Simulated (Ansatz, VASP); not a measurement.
**P: VASP beside Ansatz**

```xyz
3
Lattice="4.1961 0.0000 0.0000 -2.0980 3.6339 0.0000 0.0000 0.0000 2.3737" Properties=species:S:1:pos:R:3 pbc="T T T"
P     0.0000    0.0000    0.0000
P     0.0000    2.4226    1.1868
P     2.0980    1.2113    1.1868
```

Alike in both runs: task single point; functional LDA; k mesh 9 × 9 × 14; occupations fermi-dirac, width 0.1 eV; no spin polarisation.

```csv
,VASP,Ansatz
version,VASP 6.6.1,Ansatz 0.2.0
potentials or method,"VASP PAW LDA potentials, release 64 (P)","plane waves (420 eV) with PAW, scalar-relativistic"
plane-wave cutoff (eV),520,420
valence electrons in the cell,15,15
```

|  | VASP | Ansatz | Ansatz less VASP |
| --- | --- | --- | --- |
| pressure (GPa) | 17.4 | 17.6 | +0.26 |
| largest component of the traceless stress (GPa) | 3.08 | 3.14 | +0.056 |

Ansatz warned: «pseudo_functional_mismatch».

Caveats: so large a pressure means that the cell lies far from this level's equilibrium, or that cutoff or potentials fall short (VASP).
